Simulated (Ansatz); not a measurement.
WSe2: stiffness from a series of strains

```xyz
6
Lattice="3.2900 0.0000 0.0000 -1.6450 2.8492 0.0000 0.0000 0.0000 12.9700" Properties=species:S:1:pos:R:3 pbc="T T T"
W     0.0000    1.8995    3.2425
W     1.6450    0.9497    9.7275
Se    0.0000    1.8995    8.0544
Se    1.6450    0.9497    1.5694
Se    0.0000    1.8995   11.4006
Se    1.6450    0.9497    4.9156
```

Atoms are numbered in the order listed.

The cell is COD entry 9009146, as deposited and not checked against the literature; nothing was relaxed.

No spin–orbit coupling, which matters for the heavy atoms here.

Level of theory: DFT, PBEsol, all-electron LAPW, scalar-relativistic in Ansatz 0.2.0.

Settings: a Γ-centred 11×11×3 k mesh, Fermi–Dirac smearing of 0.08 eV, basis error target 0.5 meV/atom, no spin polarisation.

The strain is applied along the Cartesian axes of the cell as listed (the other components stay zero). Fractional coordinates are held (clamped ions).

σ is the change of stress from the unstrained cell, which is at -1.20 GPa; tension is positive, so slopes are stress–strain coefficients at that pressure.

Only quantities that a quadratic follows smoothly over the whole series are listed; rougher ones are left out.

```
εxx = εyy  σzz (GPa)  σxx (GPa)
  -0.0300      -6.80     -10.24
  -0.0200      -4.30      -6.49
  -0.0100      -2.03      -3.09
   0.0000       0.00       0.00
   0.0100       1.82       2.80
   0.0300       4.91       7.62
```

Q: Fit the series and read off the stiffness at zero strain.

A: Least-squares fits y = p0 + p1 x + p2 x² to the rows give σzz (GPa): p1 = 195, p2 = -1000; σxx (GPa): p1 = 297, p2 = -1500. So C13 + C23 = 195 GPa and C11 + C12 = 297 GPa, for these axes.

Q: One run, at εxx = εyy = 0.0200, is withheld. Predict its row.

A: The fits give 3.48, 5.37; the run gave 3.46, 5.33.
